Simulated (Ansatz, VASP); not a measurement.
# BP: VASP beside Ansatz, part 2 of 2

Aim: how closely do two programs agree when they are given the same cell, functional and k mesh?

VASP 6.6.1 and Ansatz 0.2.0.

So far. Step 3 (VASP: band structure, PBE): The run ends at a pressure of 1.64 GPa.

## (4) Differences

Known differences besides the potentials themselves: the cutoff is 420 eV in Ansatz and 340 eV in VASP; VASP leaves aspherical gradient terms in its spheres out (LASPH is not set), Ansatz keeps them. Total energies have different zeros and are not compared.

Both answers:

```
                     quantity  Ansatz   VASP  difference
gap over the path points (eV)   1.221  1.218      +0.002
```

Levels at points of the path, from each program's valence-band top (eV; 3 filled, then empty):

```
k (reciprocal lattice)                             Ansatz                               VASP
     0.000 0.000 0.000      0.00 0.00 0.00 3.39 3.39 3.39      0.00 0.00 0.00 3.39 3.39 3.39
     0.182 0.000 0.182   -2.24 -1.93 -1.93 2.30 6.17 6.17   -2.24 -1.93 -1.93 2.30 6.18 6.18
     0.364 0.000 0.364  -6.30 -3.70 -3.70 1.28 2.82 10.23  -6.30 -3.70 -3.70 1.28 2.82 10.24
     0.409 0.000 0.409  -7.30 -3.94 -3.94 1.22 2.24 11.13  -7.30 -3.93 -3.93 1.22 2.24 11.13
     0.500 0.000 0.500  -8.59 -4.12 -4.12 1.31 1.64 12.07  -8.59 -4.12 -4.12 1.31 1.64 12.08
     0.500 0.091 0.591  -8.47 -4.62 -4.58 2.20 2.61 11.01  -8.47 -4.62 -4.58 2.20 2.61 11.01
     0.500 0.182 0.682   -8.18 -5.43 -5.28 4.17 4.86 8.68   -8.18 -5.43 -5.28 4.17 4.86 8.69
     0.500 0.250 0.750   -8.06 -5.69 -5.48 5.31 6.74 7.23   -8.06 -5.69 -5.48 5.32 6.74 7.23
     0.455 0.295 0.750   -8.09 -5.97 -4.81 4.17 6.16 8.09   -8.09 -5.97 -4.81 4.17 6.16 8.10
     0.409 0.341 0.750   -8.15 -6.19 -3.84 2.60 6.01 9.18   -8.15 -6.19 -3.84 2.60 6.02 9.19
```

Among the levels compared at these points, filled levels agree within 2 meV and empty ones within 7 meV. Not compared: the pressure (VASP's GW data sets at this cutoff don't carry it).

## (5) Ansatz: single point, PBE

With cell and atoms fixed, the geometry can't cause a difference; cores, projectors, grids and the points listed under the comparison can.

The input, input.yaml:

```yaml
crystal:
  lattice:
    - [0.0, 2.269, 2.269]
    - [2.269, 0.0, 2.269]
    - [2.269, 2.269, 0.0]
  atoms:
    - { symbol: B, position: [0.0, 0.0, 0.0] }
    - { symbol: P, position: [0.25, 0.25, 0.25] }
hamiltonian:
  xc: pbe
  pseudopotentials: { kind: paw }
kpoints:
  mp_grid: { grid: [6, 6, 6] }
scf:
  occupations: { method: gaussian, width: 0.01 }
  n_extra_bands: 4
output:
  forces: true
  stress: true
  eigenvalues: true
```

Started as:

```sh
> ansatz run input.yaml --threads 2 --pin off --max-ram 4608MiB --backend cpu --events-out ev --progress --plain --runs-dir out
```

Numbers of over 12 decimals in the logs are rounded to 6 here.

Log:

```text
[...]
Crystal: 2 atoms, lattice volume = 23.363 Å³
Basis set: ecut = 420 eV, 459 PW (Γ), exchange–correlation on 48×48×48 points (8 copies of the dense FFT grid, shifted against one another)
Bands: 8, of which v1, the nominal top of the filled ones, is band 4 counted from 1 (3 counted from 0)
Symmetry: 24 space group operations
[...]
k-points: 16 of 216 (time reversal used)
[...]
Free energy (F): -912.429379 eV
[...]
Internal energy: -912.429379 eV  (E = F + TS)
E sigma→0 (E₀):  -912.429379 eV
Fermi energy:    9.937018 eV
[...]
--- Stress (GPa, compression-positive) ---
        1.259095      -0.000000      -0.000000
       -0.000000       1.259095       0.000000
       -0.000000       0.000000       1.259095
  P = ⅓ Tr σ = 1.2591 GPa (12.591 kbar)
--- Band table (eV; the first three rows and the last of 16) ---
[...]
[key lines of the parts left out:]
SCF converged after 7 iterations
```

It took 1 s on 2 threads of Arm Neoverse V1, shared host; peak memory 0.25 GiB.

The run ends at a pressure of 1.26 GPa.

## (6) VASP: single point, PBE

The same cell, functional, mesh and smearing now go to VASP, with its own data sets and cutoff.

The input, INCAR:

```
SYSTEM = BP
PREC = Accurate
ENCUT = 340
EDIFF = 1E-08
NELM = 100
ISMEAR = 0
SIGMA = 0.01
LREAL = .FALSE.
ALGO = Normal
GGA = PE
NBANDS = 10
LORBIT = 11
LWAVE = .TRUE.
LCHARG = .FALSE.
KPAR = 8
```

The input, POSCAR:

```
BP
1.0
    0.0000000000      2.2690000000      2.2690000000
    2.2690000000      0.0000000000      2.2690000000
    2.2690000000      2.2690000000      0.0000000000
B P
1 1
Direct
    0.0000000000      0.0000000000      0.0000000000
    0.2500000000      0.2500000000      0.2500000000
```

The input, KPOINTS:

```
Automatic mesh
0
Gamma
6 6 6
0 0 0
```

PAW data sets: B_GW and P_GW (PBE family, release 64).

Started as:

```sh
> mpirun -np 8 vasp_std
```

Log:

```text
[banner, memory and clock lines left out]
running    8 mpi-ranks, on    1 nodes
[...]
[... a notice as in an earlier step ...]

 LDA part: xc-table for (Slater+PW92), standard interpolation
 POSCAR, INCAR and KPOINTS ok, starting setup
[...]
entering main loop
       N       E                     dE             d eps       ncg     rms          rms(c)
DAV:   1     0.854161165107E+01    0.85416E+01   -0.34660E+03   320   0.596E+02
DAV:   2    -0.129403694284E+02   -0.21482E+02   -0.20231E+02   532   0.125E+02
DAV:   3    -0.136149060546E+02   -0.67454E+00   -0.67326E+00   406   0.184E+01
DAV:   4    -0.136225180570E+02   -0.76120E-02   -0.76101E-02   496   0.247E+00
[...]
DAV:  12    -0.128864940058E+02   -0.10290E-05   -0.18600E-06   390   0.113E-02    0.711E-04
DAV:  13    -0.128864938657E+02    0.14007E-06   -0.71177E-08   438   0.174E-03    0.263E-04
DAV:  14    -0.128864938636E+02    0.20586E-08   -0.71815E-09   316   0.598E-04
   1 F= -.12886494E+02 E0= -.12886494E+02  d E =-.303288E-26
 writing wavefunctions
```

From OUTCAR (step 6):

```text
  Total        0.0918839      0.0918839      0.0918839      0.0000000      0.0000000     -0.0000000
  in kB        6.3011022      6.3011022      6.3011022      0.0000000      0.0000000     -0.0000000
  external PRESSURE =       6.3011022 kB  Pullay stress =       0.0000000 kB

 POSITION                                       TOTAL-FORCE (eV/Angst)
 -----------------------------------------------------------------------------------
      0.00000      0.00000      0.00000         0.000000      0.000000     -0.000000
      1.13450      1.13450      1.13450        -0.000000     -0.000000      0.000000
 -----------------------------------------------------------------------------------
    total drift:                               -0.000000     -0.000000     -0.000000

  FREE ENERGIE OF THE ION-ELECTRON SYSTEM (eV)
  ---------------------------------------------------
  free  energy   TOTEN  =       -12.8864938636 eV

  energy  without entropy=      -12.8864938636  energy(sigma->0) =      -12.88649386

[... 1 part as in an earlier step ...]

[... 2 further parts left out ...]
[key lines of the parts left out:]
E-fermi :   7.2114
```

The run ends at a pressure of 0.63 GPa.

## (7) Comparison

The two programs side by side:

```
              quantity  Ansatz   VASP  difference
gap on the k mesh (eV)   1.333  1.332      +0.001
```

Not compared: the pressure (VASP's GW data sets at this cutoff don't carry it). A gap on the mesh is an upper bound, since the band edges may lie between its points.

## (8) Outcome

| Item | Value |
| --- | --- |
| difference in gap over the path points (band structure, PBE) | 0.0022 eV |
| difference in gap on the k mesh (single point, PBE) | 0.0014 eV |

In words: The difference in gap over the path points is 0.0022 eV (band structure, PBE), within the 0.08 eV picked in this series as the mark of a large difference. Such differences can come from data sets, numerical settings and the points named under the comparisons, not from the functional's error against experiment.

[Lines on the potential files, build, host, timing and source positions are cut from VASP's logs without a mark.]

[Logs are printed without paths, hosts, clocks, repeated set-up lines and the standing remarks that a program may print on its own settings, such as how far it seeks lower states.]

[Hosts, paths, dates, database ids (printed as entryN), source tags and the programs' standing remarks are cut or masked in the printed files.]
